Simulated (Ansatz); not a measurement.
# HfO2 (Pca2_1) in Ansatz: relaxation of the atoms with PBE

Aim: the relaxation of the atoms of HfO2 with PBE.

Program: Ansatz 0.2.0. These are calculated values, not measurements. Logs are shortened: lines on timing, memory, paths and dates and some standing lists are left out, and cuts for length are marked.

## (1) The crystal as given

It takes space group Pca2_1 (No. 29, orthorhombic). The conventional cell has a = 5.219 Å, b = 5.005 Å, c = 5.033 Å, α = 90.00°, β = 90.00°, γ = 90.00°. Around Hf (site symmetry 1) lie 7 O at 2.02 to 2.23 Å. Around O (site symmetry 1) lie 3 Hf at 2.02 to 2.13 Å. Around O (site symmetry 1) lie 4 Hf at 2.11 to 2.23 Å.

Measurements of this composition are mostly on another form, of space group No. 14.

## (2) Relaxation of the atoms, PBE

The input, input.yaml:

```yaml
crystal:
  lattice:
    - [5.21946336, 0.0, 0.0]
    - [0.0, 5.00476369, 0.0]
    - [0.0, 0.0, 5.03268505]
  atoms:
    - { symbol: Hf, position: [0.966994, 0.73252082, 0.74144035] }
    - { symbol: Hf, position: [0.533006, 0.73252082, 0.24144035] }
    - { symbol: Hf, position: [0.466994, 0.26747918, 0.74144035] }
    - { symbol: Hf, position: [0.033006, 0.26747918, 0.24144035] }
    - { symbol: O, position: [0.63212745, 0.9286454, 0.87926726] }
    - { symbol: O, position: [0.86787255, 0.9286454, 0.37926726] }
    - { symbol: O, position: [0.23394852, 0.53988305, 0.49229239] }
    - { symbol: O, position: [0.26605148, 0.53988305, 0.99229239] }
    - { symbol: O, position: [0.76605148, 0.46011695, 0.99229239] }
    - { symbol: O, position: [0.73394852, 0.46011695, 0.49229239] }
    - { symbol: O, position: [0.13212745, 0.0713546, 0.87926726] }
    - { symbol: O, position: [0.36787255, 0.0713546, 0.37926726] }
hamiltonian:
  xc: pbe
  pseudopotentials: { kind: paw }
kpoints:
  mp_grid: { grid: [4, 5, 4] }
scf:
  occupations: { method: fermi_dirac, width: 0.05 }
output:
  forces: true
  stress: true
  eigenvalues: true
  write_density: true
  write_potential: true
  elf: true
  volumetric_format: npy
relax:
  f_tol: 0.01
  max_steps: 40
```

Potentials or basis: Ansatz PAW.

Command:

```
> ansatz run input.yaml --threads 4 --pin off --max-ram 11264MiB --backend cpu --events-out ev --progress --plain --runs-dir out
```

Log:

```text
Warning: output.stress: scf.convergence.dr2_threshold = 1e-7 eV (the SCF's general default) is looser than the 1.2e-9 eV advised for a printed stress (1e-10 eV for each atom of the cell: 12). What an SCF threshold leaves in a stress goes as its square root, and in the free energy as the threshold itself, and one threshold admits the most on a small cell: of the crystals measured, under no hybrid functional and no lock of the moments, on runs that ended without the residual-converged pass, on stresses that held no estimate of that error, the worst erred by over 100 MPa in a component at 1e-7 eV an atom and by under 5 at 1e-10. Every solve of this run answers to scf.convergence.dr2_threshold, and the tensor of one is reported: a single SCF on the reported geometry and on this run's grids (its basis.xc_grid and basis.ecutrho_ratio typed), with scf.convergence.dr2_threshold at 1.2e-9 eV or tighter, prints it and tightens no other solve. Else set scf.convergence.dr2_threshold to 1.2e-9 eV or tighter. The threshold is an SCF's pass mark: one that does not reach it within its budget of iterations ends unconverged, or closes short of it on a stop that the run arms, and scf.convergence.dr2_threshold's page says what that costs each kind of run
Warning: RAYON_NUM_THREADS=4 ignored (pool sized by the plan → 4); use --threads N
Engine: ansatz 0.2.0, aarch64-unknown-linux-gnu
Pseudopotentials: kind: paw
Pseudopotential: Hf, paw, valence charge 26, recommended cutoff 420 eV (normal), Hf.paw.azcp
Pseudopotential: O, paw, valence charge 6, recommended cutoff 420 eV (normal), O.paw.azcp
Functional definition: PBE
  parameter kappa = 0.804
  parameter beta = 0.06672455060314922
  exchange = pbe_x(kappa = kappa, mu = beta*pi^2/3)
  correlation = pbe_c(beta = beta)
Crystal: 12 atoms, lattice volume = 131.465 Å³
Basis set: ecut = 420 eV, 2577 PW (Γ), exchange–correlation on 72×72×72 points (8 copies of the dense FFT grid, shifted against one another)
Bands: 92, of which v1, the nominal top of the filled ones, is band 76 counted from 1 (75 counted from 0)
Symmetry: 4 space group operations
Space group: Pca21 (ITA 29), of the structure as read, at distance tolerance 5.1e-5 Å
k-points: 27 of 80 (time reversal used)
Non-local potential: Hf, projectors of the file, l = 0: 3, l = 1: 2, l = 2: 2, l = 3: 3
Non-local potential: O, projectors of the file, l = 0: 2, l = 1: 2, l = 2: 1
PAW form: soft (Blöchl's): semilocal exchange-correlation on the pseudo side does not see the compensation charge
PAW one-centre angular grid: Hf, 590 points (default); XC on 64 Gauss nodes
PAW one-centre angular grid: O, 110 points (default); XC on 64 Gauss nodes
Initial density: superposition of atomic densities (neutral atoms: chi_scale 0, normalization atom), corrected by the library's trained network
Initial wavefunctions: pseudopotential atomic-orbital guess
Functional: x = pbe(κ = 0.804, μ = 0.2195149727645171), c = pbe(β = 0.06672455060314922)
SCF iter   1: F=—  HF=-67446.244195 eV  |F-HF|=—  |Δ(HF+E_count)|=         —  Δρ=3.55e-3  dr2=1.16e-2  ethr=1.77e-3  ⟨swp⟩=5.4  Hψ=7760  notcnv=0  defer=75
preconditioner: auto → Resta (q_TF=auto, 2.795 Å⁻¹)  ε∞=5.5  [insulator: Δε(μ)=4.574 eV  Ē_g=18.271 eV  σ=0.050 eV  W_gap=1.00  n_scr=52 (ndim 8)  ℏωp=38.9 eV  f_vac=0.038  D(μ)=0.00/eV (n_scr^D=0)  ε∞_Penn≈5.5]
SCF iter   2: F=—  HF=-67446.244106 eV  |F-HF|=—  |Δ(HF+E_count)|=   8.87e-5  Δρ=1.68e-3  dr2=1.50e-3  ethr=7.66e-6  ⟨swp⟩=2.0  Hψ=4482  notcnv=0  defer=91
SCF iter   3: F=—  HF=-67446.244925 eV  |F-HF|=—  |Δ(HF+E_count)|=   8.19e-4  Δρ=7.84e-4  dr2=4.70e-4  ethr=9.85e-7  ⟨swp⟩=2.1  Hψ=2980  notcnv=0  defer=91
SCF iter   4: F=—  HF=-67446.245177 eV  |F-HF|=—  |Δ(HF+E_count)|=   2.52e-4  Δρ=1.36e-4  dr2=2.75e-5  ethr=3.09e-7  ⟨swp⟩=2.0  Hψ=3856  notcnv=0  defer=91
SCF iter   5: F=—  HF=-67446.245180 eV  |F-HF|=—  |Δ(HF+E_count)|=   2.97e-6  Δρ=8.42e-5  dr2=7.47e-6  ethr=1.81e-8  ⟨swp⟩=2.0  Hψ=4278  notcnv=0  defer=91
[... 60 lines left out ...]
  E_nonlocal   = -4586.667097
  E_hartree    = 10706.220907
  E_xc         = -1793.631918
  E_vxc        = -1822.585093  (∫ρ·V_xc dr)
  E_paw        = -28975.547326  (= ΣΔE_a)
  E_vpaw       = 5410.943543  (= ΣTr[D̂ρ^β])
  E_aug_tail   = 0.019805  (compensation charges beyond the density's cutoff)
  E_ewald      = -22560.136889
  E_smearing   = -0.000000  (= −TS)
  E_closure    = 0.000000  (closes the sum)
  Σ components = -67446.253791   (vs F -67446.253791, Δ=0.00e0)
--- Forces (eV/Å), atoms counted from 1 ---
  atom   1  Hf    -0.00197138    -0.00165167    -0.00024088
  atom   2  Hf     0.00197138    -0.00165167    -0.00024088
  atom   3  Hf    -0.00197138     0.00165167    -0.00024088
  atom   4  Hf     0.00197138     0.00165167    -0.00024088
  atom   5  O      0.00334047    -0.00208445     0.00080266
  atom   6  O     -0.00334047    -0.00208445     0.00080266
  atom   7  O     -0.00087149     0.00066785    -0.00057052
  atom   8  O      0.00087149     0.00066785    -0.00057052
  atom   9  O      0.00087149    -0.00066785    -0.00057052
  atom  10  O     -0.00087149    -0.00066785    -0.00057052
  atom  11  O      0.00334047     0.00208445     0.00080266
  atom  12  O     -0.00334047     0.00208445     0.00080266
  max |Σ_I F_I| component: 3.50e-5 eV/Å
--- Stress (GPa, compression-positive) ---
        9.020747       0.000000       0.000000
        0.000000       9.083896       0.000000
        0.000000       0.000000       8.631650
  P = ⅓ Tr σ = 8.9121 GPa (89.121 kbar)
--- Band table (eV; the first three rows and the last of 27) ---
  k-point 0: bands = ["-45.0850", "-45.0638", "-45.0636", "-45.0617", "-14.1943", "-14.1714", "-14.1672", "-13.8912", "-13.8486", "-13.8325", "-13.8188", "-13.8020", "-13.7964", "-13.6897", "-13.6782", "-13.6734", "-3.0329", "-1.6393", "-1.4122", "-1.3818", "-0.8884", "-0.7584", "-0.7431", "-0.6241", "5.0422", "5.0484", "5.0503", "5.0539", "5.0553", "5.0568", "5.0599", "5.0617", "5.0629", "5.0649", "5.0671", "5.0692", "5.0741", "5.0744", "5.0809", "5.0812", "5.0840", "5.0851", "5.0886", "5.0931", "5.1002", "5.1012", "5.1020", "5.1052", "5.1215", "5.1383", "5.1402", "5.2101", "9.6505", "9.7620", "9.8629", "10.5601", "10.7042", "10.7866", "12.0774", "12.1157", "12.1687", "12.1700", "12.7054", "12.9437", "13.1851", "13.1863", "13.3710", "13.5578", "13.7509", "14.0183", "14.0969", "14.3245", "14.5570", "15.0889", "15.1876", "15.2312", "20.2234", "20.5089", "20.5558", "21.0090", "21.1669", "21.2352", "21.2722", "21.5288", "21.6910", "22.0684", "22.8137", "22.8339", "22.9051", "22.9924", "23.6721", "23.7111"]
  k-point 1: bands = ["-45.0816", "-45.0652", "-45.0638", "-45.0636", "-14.1367", "-14.1347", "-14.1253", "-13.9494", "-13.8650", "-13.8379", "-13.8334", "-13.8109", "-13.7671", "-13.7299", "-13.7064", "-13.6904", "-2.7674", "-1.5946", "-1.5111", "-1.4342", "-0.9811", "-0.7572", "-0.7447", "-0.6994", "5.0392", "5.0452", "5.0506", "5.0509", "5.0518", "5.0584", "5.0588", "5.0635", "5.0645", "5.0668", "5.0688", "5.0692", "5.0728", "5.0754", "5.0789", "5.0797", "5.0860", "5.0892", "5.0923", "5.0932", "5.0986", "5.0997", "5.1029", "5.1053", "5.1219", "5.1373", "5.1416", "5.1927", "9.7770", "9.9494", "10.2789", "10.6230", "10.8950", "11.2388", "11.6075", "11.7140", "11.9651", "12.2880", "12.3928", "13.0208", "13.0655", "13.0850", "13.2441", "13.6485", "13.7672", "13.8900", "14.1399", "14.2186", "14.4757", "15.0134", "15.0836", "15.0870", "20.0201", "20.4316", "20.5154", "20.9257", "21.1693", "21.3137", "21.4140", "21.4815", "22.2844", "22.4294", "22.7990", "22.8688", "22.9539", "23.1300", "23.6109", "24.0322"]
  k-point 2: bands = ["-45.0734", "-45.0734", "-45.0637", "-45.0637", "-14.0544", "-14.0544", "-14.0379", "-14.0379", "-13.9229", "-13.9229", "-13.8225", "-13.8225", "-13.7413", "-13.7413", "-13.7262", "-13.7262", "-2.1187", "-2.1187", "-1.5026", "-1.5026", "-0.8760", "-0.8760", "-0.7516", "-0.7516", "5.0390", "5.0390", "5.0493", "5.0493", "5.0525", "5.0525", "5.0593", "5.0593", "5.0685", "5.0685", "5.0722", "5.0722", "5.0779", "5.0779", "5.0793", "5.0793", "5.0863", "5.0863", "5.0909", "5.0909", "5.0961", "5.0961", "5.1103", "5.1103", "5.1299", "5.1299", "5.1574", "5.1574", "10.0790", "10.0790", "10.9099", "10.9099", "11.1598", "11.1598", "11.6015", "11.6015", "11.6970", "11.6970", "12.6887", "12.6887", "12.7553", "12.7553", "13.3125", "13.3125", "13.6139", "13.6139", "14.2887", "14.2887", "14.9189", "14.9189", "14.9753", "14.9753", "19.9359", "19.9359", "20.6196", "20.6196", "21.4307", "21.4307", "21.4916", "21.4916", "22.7859", "22.7859", "22.8035", "22.8035", "23.3151", "23.3151", "24.3803", "24.3803"]
  k-point 26: bands = ["-45.0685", "-45.0685", "-45.0685", "-45.0685", "-14.1670", "-14.1670", "-14.1599", "-14.1599", "-13.7637", "-13.7637", "-13.7563", "-13.7563", "-13.7260", "-13.7260", "-13.7254", "-13.7254", "-1.8936", "-1.8936", "-1.8679", "-1.8679", "-0.7657", "-0.7657", "-0.7361", "-0.7361", "5.0436", "5.0436", "5.0477", "5.0477", "5.0592", "5.0592", "5.0603", "5.0603", "5.0682", "5.0682", "5.0719", "5.0719", "5.0770", "5.0770", "5.0792", "5.0792", "5.0895", "5.0895", "5.0911", "5.0911", "5.1017", "5.1017", "5.1024", "5.1024", "5.1266", "5.1266", "5.1318", "5.1318", "10.8222", "10.8222", "10.8743", "10.8743", "11.2888", "11.2888", "11.4071", "11.4071", "12.2944", "12.2944", "12.2955", "12.2955", "13.1004", "13.1004", "13.1221", "13.1221", "13.7047", "13.7047", "13.7635", "13.7635", "14.3702", "14.3702", "14.5657", "14.5657", "19.9344", "19.9344", "20.1417", "20.1417", "21.1650", "21.1650", "21.3322", "21.3322", "22.2293", "22.2293", "22.5149", "22.5149", "23.9827", "23.9827", "24.0094", "24.0094"]
--- Relaxed structure (6 steps of the walk, 6 accepted, 0 SCFs on fresh bases) ---
  F+E_penalty+E_count = -67446.25379129 eV   max|allowed force component| = 3.340e-3 eV/Å
  atoms:
    - { symbol: Hf, position: [0.9670706348903688, 0.7318847253579478, 0.7440529161692687] }
    - { symbol: Hf, position: [0.5329293651096313, 0.7318847253579478, 0.24405291616926877] }
    - { symbol: Hf, position: [0.46707063489036865, 0.2681152746420518, 0.7440529161692687] }
    - { symbol: Hf, position: [0.03292936510963126, 0.2681152746420518, 0.24405291616926877] }
    - { symbol: O, position: [0.6287724247811506, 0.9245970754138851, 0.8758702655993799] }
    - { symbol: O, position: [0.8712275752188495, 0.9245970754138851, 0.3758702655993801] }
    - { symbol: O, position: [0.23697044844810203, 0.5431661782434655, 0.4930768182313509] }
    - { symbol: O, position: [0.26302955155189794, 0.5431661782434655, 0.9930768182313509] }
    - { symbol: O, position: [0.763029551551898, 0.45683382175653436, 0.9930768182313509] }
    - { symbol: O, position: [0.7369704484481021, 0.45683382175653436, 0.4930768182313509] }
    - { symbol: O, position: [0.12877242478115042, 0.07540292458611443, 0.8758702655993799] }
    - { symbol: O, position: [0.3712275752188496, 0.07540292458611443, 0.3758702655993801] }
```

Run time: 1.8 min. Hardware: 4 threads of Arm Neoverse N1, shared host; peak memory 0.73 GiB.

Results:

```
Free energy                  : -67446.2538 eV
Energy gained by relaxing    : 0.7 meV/atom
Ionic steps                  : 6
Pressure after relaxing      : 8.9 GPa
Largest force after relaxing : 0.004 eV/Å
Band gap on the k mesh       : 4.53 eV, indirect (least direct gap 4.72 eV)
```

Forces on the atoms (eV/Å):
```
Hf  -0.002 -0.002  0.000
Hf   0.002 -0.002  0.000
Hf  -0.002  0.002  0.000
Hf   0.002  0.002  0.000
O    0.003 -0.002  0.001
O   -0.003 -0.002  0.001
O   -0.001  0.001 -0.001
O    0.001  0.001 -0.001
O    0.001 -0.001 -0.001
O   -0.001 -0.001 -0.001
O    0.003  0.002  0.001
O   -0.003  0.002  0.001
```

The path:
```tsv
step	energy change (eV)	largest force (eV/Å)
1	0.0000	0.1164
2	-0.0045	0.0817
3	-0.0075	0.0489
4	-0.0081	0.0325
5	-0.0086	0.0040
6	-0.0086	0.0040
```

Final structure:
```
CELL_PARAMETERS angstrom
5.21946 0.00000 0.00000
0.00000 5.00476 0.00000
0.00000 0.00000 5.03269
ATOMIC_POSITIONS crystal
Hf 0.96707 0.73188 0.74405
Hf 0.53293 0.73188 0.24405
Hf 0.46707 0.26812 0.74405
Hf 0.03293 0.26812 0.24405
O 0.62877 0.92460 0.87587
O 0.87123 0.92460 0.37587
O 0.23697 0.54317 0.49308
O 0.26303 0.54317 0.99308
O 0.76303 0.45683 0.99308
O 0.73697 0.45683 0.49308
O 0.12877 0.07540 0.87587
O 0.37123 0.07540 0.37587
```

Caveat: odd divisions of the mesh miss points on the zone boundary, where band edges often lie, so the gap on the mesh can be too wide; the pressure holds a Pulay correction of +0.8 GPa for the finite cutoff; spin-orbit coupling is left out, which moves the levels of the heavy elements; the thresholds are loose for stress. A k mesh can miss the band edges.
